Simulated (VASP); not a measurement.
Input of a VASP 6.6.1 run:

Contents of POSCAR:

```
Te
1.0
    4.3343598000      0.0000000000      0.0000000000
   -2.1671799000      3.7536657000      0.0000000000
    0.0000000000      0.0000000000      6.0057545000
Te
3
Direct
    0.2850453000      0.0000000000      0.3333333000
    0.9999999000      0.2850454000      0.6666666000
    0.7149548000      0.7149547000      0.0000000000
```

Contents of INCAR.step1:

```
SYSTEM = Te
ALGO = Normal ; EDIFF = 1E-5
ENCUT = 300 ; GGA = PE
GGA_COMPAT = .FALSE. ; ISIF = 2
ISMEAR = 0 ; LASPH = .TRUE.
LCHARG = .FALSE. ; LORBIT = 11
LREAL = .FALSE. ; LSORBIT = .TRUE.
LWAVE = .TRUE. ; MAGMOM = 0 0 0 0 0 0 0 0 0
NELM = 100 ; PREC = Accurate
SIGMA = 0.01
```

File INCAR.step2:

```
SYSTEM = Te
ALGO = Normal ; EDIFF = 1E-7
ENCUT = 300 ; GGA = PE
GGA_COMPAT = .FALSE. ; HFSCREEN = 0.2
ISIF = 2 ; ISMEAR = 0
ISTART = 1 ; LASPH = .TRUE.
LCHARG = .FALSE. ; LHFCALC = .TRUE.
LORBIT = 11 ; LREAL = .FALSE.
LSORBIT = .TRUE. ; LWAVE = .FALSE.
MAGMOM = 0 0 0 0 0 0 0 0 0 ; NELM = 100
PREC = Accurate ; PRECFOCK = Fast
SIGMA = 0.01
```

The input KPOINTS:

```
k-points
0
G
  3 3 2
  0 0 0
```

Potentials or basis: VASP PAW PBE potentials, release 64 (Te).

Launch:

```console
$ cat potpaw_PBE.64/Te/POTCAR > POTCAR
$ cp INCAR.step1 INCAR
$ mpirun -np 1 vasp_ncl > vasp.out
$ cp INCAR.step2 INCAR
$ mpirun -np 1 vasp_ncl > vasp.out
```

Task: Predict the net moment.

Result: 0.00 μB per cell.

Task: Predict the largest force.

Result: 0.794 eV/Å.

Task: Predict the pressure.

Result: 0.1 GPa.

Stress tensor (GPa, compression positive):
```
 0.94  0.00  0.00
 0.00  0.94  0.00
 0.00  0.00 -1.53
```

Caveat: the k mesh is coarse (spacing up to 0.56 Å⁻¹), so the values aren't converged, least of all with exact exchange; the PAW data sets were made with another functional, which shifts forces and pressure a little.
